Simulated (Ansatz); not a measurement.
# ZrC (Fm-3m) in Ansatz: single point with PBE0

Aim: the single point of ZrC with PBE0.

Everything below comes from runs of Ansatz 0.2.0. Logs are shortened: lines on timing, memory, paths and dates and some standing lists are left out, and cuts for length are marked.

**1. The crystal as given**

The structure is cubic, space group Fm-3m (No. 225). The conventional cell has a = 4.730 Å, b = 4.730 Å, c = 4.730 Å, α = 90.00°, β = 90.00°, γ = 90.00°. Around Zr (site symmetry m-3m) lie 6 C at 2.37 Å. C (site symmetry m-3m) is surrounded by 6 Zr at 2.37 Å.

**2. Single point, PBE0**

input.yaml

```yaml
crystal:
  lattice:
    - [0.0, 2.365, 2.365]
    - [2.365, 0.0, 2.365]
    - [2.365, 2.365, 0.0]
  atoms:
    - { symbol: Zr, position: [0.5, 0.5, 0.5] }
    - { symbol: C, position: [0.0, 0.0, 0.0] }
kpoints:
  mp_grid: { grid: [8, 8, 8] }
scf:
  occupations: { method: fermi_dirac, width: 0.05 }
hamiltonian:
  xc: pbe0
  pseudopotentials: { kind: all_electron, datasets: crystal }
output:
  forces: true
  stress: true
```

Potentials or basis: all-electron PAW datasets made for the crystal.

Launch:

```console
> ansatz run input.yaml --threads 8 --pin off --max-ram 24576MiB --backend cpu --events-out ev --progress --plain --runs-dir out
```

The program printed:

```text
Warning: RAYON_NUM_THREADS=8 ignored (pool sized by the plan → 8); use --threads N
hamiltonian.pseudopotentials.datasets: crystal makes datasets for this crystal and solves the spheres of its atoms anew in each pass: cutoff 310.0 eV, the density's 1240.0 eV;, for an error of 0.50 meV an atom under PBE, 1.0 meV for the cell; an energy difference from a run of another recipe may be off by several times the error for the cell, under r2SCAN by more, where some 0.1 meV an atom stays at smaller errors; C in spheres of 1.048 Å, 4 of its electrons in bands; Zr in spheres of 1.312 Å, 12 of its electrons in bands
Engine: ansatz 0.2.0, x86_64-unknown-linux-gnu
Pseudopotentials: kind: all_electron
Pseudopotential: Zr, paw, valence charge 12, recommended cutoff 310 eV (normal), crystal/all_electron/pbe/scalar/gaussian/Zr, Koelling and Harmon's equation, gaussian nucleus
Pseudopotential: C, paw, valence charge 4, recommended cutoff 310 eV (normal), crystal/all_electron/pbe/scalar/gaussian/C, Koelling and Harmon's equation, gaussian nucleus
Functional definition: PBE0
  parameter a = 0.25
  parameter kappa = 0.804
  parameter beta = 0.06672455060314922
  exchange = (1 - a)*pbe_x(kappa = kappa, mu = beta*pi^2/3) + a*exact_x
  correlation = pbe_c(beta = beta)
Crystal: 2 atoms, lattice volume = 26.456 Å³
Basis set: ecut = 310 eV, 331 PW (Γ), exchange–correlation on 40×40×40 points (8 copies of the dense FFT grid, shifted against one another)
Bands: 12, of which v1, the nominal top of the filled ones, is band 8 counted from 1 (7 counted from 0)
Symmetry: 48 space group operations
Space group: Fm-3m (ITA 225), of the structure as read, at distance tolerance 3.0e-5 Å
k-points: 29 of 512
Non-local potential: Zr, projectors of the file, l = 0: 2, l = 1: 2, l = 2: 2
Non-local potential: C, projectors of the file, l = 0: 1, l = 1: 2
PAW form: soft (Blöchl's): semilocal exchange-correlation on the pseudo side does not see the compensation charge
PAW one-centre angular grid: Zr, 590 points (default); XC on its mesh's 1877 points in the sphere
PAW one-centre angular grid: C, 110 points (default); XC on its mesh's 1985 points in the sphere
Initial density: superposition of atomic densities (neutral atoms: chi_scale 0, normalization atom)
Initial wavefunctions: pseudopotential atomic-orbital guess
Functional: x = 0.75 pbe(κ = 0.804, μ = 0.2195149727645171) + 0.25 exact, c = pbe(β = 0.06672455060314922)
iter 1 solved again at ethr=5.50e-2 eV; its pass at ethr=1.00e-1 eV (dr2=8.81e0 eV) is discarded
SCF iter   1: F=—  HF=-98967.428346 eV  |F-HF|=—  |Δ(HF+E_count)|=         —  Δρ=1.49e-1  dr2=8.75e0  ethr=5.50e-2  ⟨swp⟩=2.1  Hψ=1789  notcnv=0
preconditioner: auto → none  [insulator: Δε(μ)=0.232 eV  Ē_g=18.228 eV  σ=0.050 eV  W_gap=0.81  n_scr=8 (ndim 8)  ℏωp=27.0 eV  f_vac=0.000  D(μ)=0.11/eV (n_scr^D=0)]
SCF iter   2: F=—  HF=-98966.969408 eV  |F-HF|=—  |Δ(HF+E_count)|=   4.59e-1  Δρ=1.29e-1  dr2=5.79e0  ethr=5.47e-2  ⟨swp⟩=3.9  Hψ=975  notcnv=0
iter 3 solved again at ethr=2.56e-4 eV; its pass at ethr=3.62e-2 eV (dr2=4.10e-2 eV) is discarded
SCF iter   3: F=—  HF=-98965.671430 eV  |F-HF|=—  |Δ(HF+E_count)|=    1.30e0  Δρ=1.69e-2  dr2=4.11e-2  ethr=2.56e-4  ⟨swp⟩=3.0  Hψ=1592  notcnv=0
SCF iter   4: F=—  HF=-98965.682108 eV  |F-HF|=—  |Δ(HF+E_count)|=   1.07e-2  Δρ=8.28e-3  dr2=1.05e-2  ethr=2.56e-4  ⟨swp⟩=2.1  Hψ=697  notcnv=0  defer=1
SCF iter   5: F=—  HF=-98965.687869 eV  |F-HF|=—  |Δ(HF+E_count)|=   5.76e-3  Δρ=3.04e-3  dr2=2.48e-3  ethr=6.55e-5  ⟨swp⟩=2.1  Hψ=858  notcnv=0  defer=1
SCF iter   6: F=—  HF=-98965.689507 eV  |F-HF|=—  |Δ(HF+E_count)|=   1.64e-3  Δρ=3.53e-4  dr2=2.34e-5  ethr=1.55e-5  ⟨swp⟩=3.0  Hψ=655  notcnv=0
SCF iter   7: F=—  HF=-98966.080623 eV  |F-HF|=—  |Δ(HF+E_count)|=         —  Δρ=1.06e-2  dr2=4.60e-2  ethr=1.46e-7  ⟨swp⟩=6.9  Hψ=1818  notcnv=0
SCF iter   8: F=—  HF=-98966.073543 eV  |F-HF|=—  |Δ(HF+E_count)|=   7.08e-3  Δρ=2.75e-3  dr2=2.70e-3  ethr=1.46e-7  ⟨swp⟩=4.8  Hψ=1393  notcnv=0
SCF iter   9: F=—  HF=-98966.072771 eV  |F-HF|=—  |Δ(HF+E_count)|=   7.72e-4  Δρ=6.84e-4  dr2=7.40e-5  ethr=1.46e-7  ⟨swp⟩=4.1  Hψ=1219  notcnv=0
SCF iter  10: F=—  HF=-98966.072924 eV  |F-HF|=—  |Δ(HF+E_count)|=   1.53e-4  Δρ=1.87e-4  dr2=6.23e-6  ethr=1.46e-7  ⟨swp⟩=3.1  Hψ=1119  notcnv=0
SCF iter  11: F=—  HF=-98966.072923 eV  |F-HF|=—  |Δ(HF+E_count)|=   1.27e-6  Δρ=4.83e-5  dr2=8.21e-7  ethr=3.90e-8  ⟨swp⟩=2.4  Hψ=599  notcnv=0  defer=2
SCF iter  12: F=—  HF=-98966.072932 eV  |F-HF|=—  |Δ(HF+E_count)|=   9.15e-6  Δρ=2.95e-5  dr2=3.83e-7  ethr=5.13e-9  ⟨swp⟩=3.1  Hψ=706  notcnv=0
SCF iter  13: F=-98966.072959 eV  HF=-98966.072965 eV  |F-HF|=6.16e-6  |Δ(HF+E_count)|=   3.35e-5  Δρ=1.44e-4  dr2=7.53e-6  ethr=2.40e-9  ⟨swp⟩=4.1  Hψ=892  notcnv=0  recentre
SCF iter  14: F=-98966.072951 eV  HF=-98966.072951 eV  |F-HF|=1.50e-7  |Δ(HF+E_count)|=   1.45e-5  Δρ=2.39e-5  dr2=1.83e-7  ethr=2.40e-9  ⟨swp⟩=4.0  Hψ=796  notcnv=0
SCF iter  15: F=-98966.073031 eV  HF=-98966.073031 eV  |F-HF|=2.33e-7  |Δ(HF+E_count)|=   8.02e-5  Δρ=3.00e-5  dr2=3.07e-7  ethr=1.15e-9  ⟨swp⟩=4.0  Hψ=774  notcnv=0  recentre
SCF iter  16: F=-98966.072989 eV  HF=-98966.072989 eV  |F-HF|=9.09e-8  |Δ(HF+E_count)|=   4.16e-5  Δρ=1.92e-5  dr2=1.22e-7  ethr=1.15e-9  ⟨swp⟩=3.1  Hψ=659  notcnv=0
SCF iter  17: F=-98966.073079 eV  HF=-98966.073080 eV  |F-HF|=3.57e-7  |Δ(HF+E_count)|=   9.04e-5  Δρ=3.67e-5  dr2=4.72e-7  ethr=7.63e-10  ⟨swp⟩=3.8  Hψ=729  notcnv=0  recentre
SCF iter  18: F=-98966.073070 eV  HF=-98966.073070 eV  |F-HF|=2.53e-7  |Δ(HF+E_count)|=   9.61e-6  Δρ=3.48e-5  dr2=3.59e-7  ethr=7.63e-10  ⟨swp⟩=2.1  Hψ=585  notcnv=0  defer=1
SCF iter  19: F=-98966.073197 eV  HF=-98966.073198 eV  |F-HF|=5.60e-7  |Δ(HF+E_count)|=   1.28e-4  Δρ=4.85e-5  dr2=7.59e-7  ethr=7.63e-10  ⟨swp⟩=3.7  Hψ=742  notcnv=0
SCF iter  20: F=-98966.073407 eV  HF=-98966.073407 eV  |F-HF|=5.06e-7  |Δ(HF+E_count)|=   2.09e-4  Δρ=5.00e-5  dr2=6.09e-7  ethr=7.63e-10  ⟨swp⟩=4.0  Hψ=894  notcnv=0
SCF iter  21: F=-98966.073880 eV  HF=-98966.073882 eV  |F-HF|=1.21e-6  |Δ(HF+E_count)|=   4.74e-4  Δρ=6.53e-5  dr2=1.49e-6  ethr=7.63e-10  ⟨swp⟩=3.8  Hψ=815  notcnv=0
SCF iter  22: F=-98966.074263 eV  HF=-98966.074264 eV  |F-HF|=9.84e-7  |Δ(HF+E_count)|=   3.82e-4  Δρ=6.13e-5  dr2=1.16e-6  ethr=7.63e-10  ⟨swp⟩=4.3  Hψ=947  notcnv=0
SCF iter  23: F=-98966.073762 eV  HF=-98966.073763 eV  |F-HF|=1.53e-6  |Δ(HF+E_count)|=   5.01e-4  Δρ=7.48e-5  dr2=1.95e-6  ethr=7.63e-10  ⟨swp⟩=4.6  Hψ=950  notcnv=0  recentre
SCF iter  24: F=-98966.073905 eV  HF=-98966.073907 eV  |F-HF|=1.89e-6  |Δ(HF+E_count)|=   1.44e-4  Δρ=7.99e-5  dr2=2.39e-6  ethr=7.63e-10  ⟨swp⟩=3.3  Hψ=711  notcnv=0  defer=1
SCF iter  25: F=-98966.073617 eV  HF=-98966.073620 eV  |F-HF|=2.63e-6  |Δ(HF+E_count)|=   2.88e-4  Δρ=9.25e-5  dr2=3.28e-6  ethr=7.63e-10  ⟨swp⟩=4.1  Hψ=795  notcnv=0
SCF iter  26: F=-98966.073610 eV  HF=-98966.073613 eV  |F-HF|=2.58e-6  |Δ(HF+E_count)|=   6.95e-6  Δρ=9.18e-5  dr2=3.21e-6  ethr=7.63e-10  ⟨swp⟩=2.1  Hψ=584  notcnv=0  defer=1
SCF iter  27: F=-98966.073887 eV  HF=-98966.073889 eV  |F-HF|=2.06e-6  |Δ(HF+E_count)|=   2.77e-4  Δρ=9.69e-5  dr2=2.43e-6  ethr=7.63e-10  ⟨swp⟩=4.5  Hψ=945  notcnv=0
SCF iter  28: F=-98966.074139 eV  HF=-98966.074140 eV  |F-HF|=1.32e-6  |Δ(HF+E_count)|=   2.51e-4  Δρ=1.00e-4  dr2=1.82e-6  ethr=7.63e-10  ⟨swp⟩=4.0  Hψ=878  notcnv=0
SCF iter  29: F=-98966.074285 eV  HF=-98966.074285 eV  |F-HF|=2.64e-7  |Δ(HF+E_count)|=   1.45e-4  Δρ=1.48e-4  dr2=1.93e-6  ethr=7.63e-10  ⟨swp⟩=4.1  Hψ=914  notcnv=0
SCF iter  30: F=-98966.074286 eV  HF=-98966.074286 eV  |F-HF|=4.54e-7  |Δ(HF+E_count)|=   1.26e-6  Δρ=5.79e-5  dr2=4.72e-7  ethr=7.63e-10  ⟨swp⟩=4.0  Hψ=874  notcnv=0
SCF iter  31: F=-98966.074268 eV  HF=-98966.074268 eV  |F-HF|=1.13e-7  |Δ(HF+E_count)|=   1.82e-5  Δρ=2.11e-5  dr2=1.43e-7  ethr=7.63e-10  ⟨swp⟩=4.0  Hψ=746  notcnv=0  recentre
SCF iter  32: F=-98966.074286 eV  HF=-98966.074286 eV  |F-HF|=6.22e-8  |Δ(HF+E_count)|=   1.74e-5  Δρ=1.33e-5  dr2=6.51e-8  ethr=7.63e-10  ⟨swp⟩=3.2  Hψ=702  notcnv=0  defer=1
SCF iter  33: F=-98966.074279 eV  HF=-98966.074279 eV  |F-HF|=6.41e-7  |Δ(HF+E_count)|=   6.18e-6  Δρ=4.38e-5  dr2=7.71e-7  ethr=4.07e-10  ⟨swp⟩=4.0  Hψ=833  notcnv=0  defer=1  recentre
SCF iter  34: F=-98966.074286 eV  HF=-98966.074286 eV  |F-HF|=1.49e-8  |Δ(HF+E_count)|=   6.34e-6  Δρ=6.63e-6  dr2=1.79e-8  ethr=4.07e-10  ⟨swp⟩=4.0  Hψ=864  notcnv=0
SCF iter  35: F=-98966.074286 eV  HF=-98966.074286 eV  |F-HF|=1.70e-8  |Δ(HF+E_count)|=   4.72e-8  Δρ=6.49e-6  dr2=1.69e-8  ethr=1.12e-10  ⟨swp⟩=2.1  Hψ=586  notcnv=0  defer=1
SCF iter  36: F=-98966.074286 eV  HF=-98966.074286 eV  |F-HF|=6.82e-9  |Δ(HF+E_count)|=   1.91e-7  Δρ=4.40e-6  dr2=7.59e-9  ethr=1.06e-10  ⟨swp⟩=2.2  Hψ=586  notcnv=0  defer=1
SCF iter  37: F=-98966.074286 eV  HF=-98966.074286 eV  |F-HF|=4.07e-10  |Δ(HF+E_count)|=   1.19e-7  Δρ=9.87e-7  dr2=3.61e-10  ethr=4.75e-11  ⟨swp⟩=3.2  Hψ=699  notcnv=0  defer=1
SCF iter  38: F=-98966.074286 eV  HF=-98966.074286 eV  |F-HF|=8.73e-10  |Δ(HF+E_count)|=   1.60e-7  Δρ=1.64e-6  dr2=1.01e-9  ethr=2.26e-12  ⟨swp⟩=3.1  Hψ=673  notcnv=0  defer=1
SCF 1 converged in 38 iterations: F = -98966.074283 eV  dr2 = 1.01e-9
  Residual-converged pass: ⟨swp⟩=2.1  Hψ=407  notcnv=0  max |occ|·‖R‖ = 5.2e-6 eV (tolerance 5.3e-6 eV)  dr2=1.18e-9  dr2_onsite=4.95e-10  max |Δocc| = 3.6e-5
hybrid outer 1: dexx = +1.954e-11 eV
at 19 of the mixer's solves, the last at iteration 35, it left a direction of its history that read negative out of its fit and stepped the other way along it
hybrid SCF converged: 1 outer / 38 inner (+0 warm-up), last move |dexx| = 1.95e-11 eV
Stability not checked: this state was not tested for a lower state beside it, because the functional holds exact exchange (a hybrid, or Hartree-Fock), whose exchange loop this test does not read (fock_operator; see scf.lower_state_search)
Free energy (F): -98966.074283 eV
Harris-Foulkes:  -98966.074283 eV  (|F-HF|=8.73e-10)
Internal energy: -98966.073887 eV  (E = F + TS)
E sigma→0 (E₀):  -98966.074085 eV
Entropy (-TS):   -0.000396 eV (-0.198 meV/atom)
Past the cutoff: the bands carry plane waves up to 1.75 times it, of which those up to 1.5 times it add -0.000248 eV an atom, each by itself; the spheres take 0.000147 eV an atom off the energy for waves past 1.75 times it
Past the cutoffs: a stress includes 0.0022 GPa for waves and charges beyond them, in addition to the slope of what the spheres take
In the spheres:  the bands' charges fall short by 6.0e-6 e at most (sound up to 1e-3)
Fermi energy:    15.842105 eV
--- Per-component energies (eV) ---
  E_band       = -62.633578
  E_kinetic    = 292.097931
  E_local      = -395.340891  (includes V_loc(G=0)·N_el)
  E_nonlocal   = 31.609865
  E_hartree    = 208.947947
  E_xc         = -110.685714
  E_vxc        = -143.903637  (∫ρ·V_xc dr)
  E_exx        = -46.685817  (= α·E_x^exact, valence–valence)
  E_paw        = -99347.673725  (= ΣΔE_a)
  E_vpaw       = -1849.141642  (= ΣTr[D̂ρ^β])
  E_ewald      = -1275.863827
  E_smearing   = -0.000396  (= −TS)
  E_closure    = 1677.520345  (closes the sum)
  Σ components = -98966.074283   (vs F -98966.074283, Δ=0.00e0)
  The terms above E_closure are by the made datasets' own strengths, without shells solved beside the bands.
--- Forces (eV/Å), atoms counted from 1 ---
  atom   1  Zr    -0.00000000    -0.00000000     0.00000000
  atom   2  C     -0.00000000     0.00000000    -0.00000000
  max |Σ_I F_I| component: 2.67e-18 eV/Å
--- Stress (GPa, compression-positive) ---
       -5.518476      -0.000000      -0.000000
        0.000000      -5.518476      -0.000000
        0.000000       0.000000      -5.518476
  P = ⅓ Tr σ = -5.5185 GPa (-55.185 kbar)
--- Band table (eV; the first three rows and the last of 29) ---
  k-point 0: bands = ["-36.1306", "-12.4229", "-12.4229", "-12.4229", "2.7059", "17.1619", "17.1619", "17.1619", "17.9984", "17.9984"]
  k-point 1: bands = ["-36.1156", "-12.5647", "-12.4345", "-12.4345", "3.0826", "14.9515", "15.3394", "15.3394", "18.5405", "18.5405"]
  k-point 2: bands = ["-36.0790", "-12.8925", "-12.4620", "-12.4620", "4.0767", "12.4794", "13.6343", "13.6343", "19.6287", "19.6287"]
  k-point 28: bands = ["-35.9921", "-12.9643", "-12.9643", "-12.7433", "4.7904", "12.5718", "12.7807", "12.7807", "20.3626", "20.3626"]
```

Wall time 1.8 min (8 threads of Intel Xeon 6975P-C (Granite Rapids), shared host); peak memory 1.3 GiB.

What came out:

- Free energy: -98966.0743 eV
- Pressure: -5.5 GPa
- Band gap on the k mesh: none (metal or under the smearing width)

Caveat: the k mesh is thin for a metal, which can move the energy by tens of meV per atom.
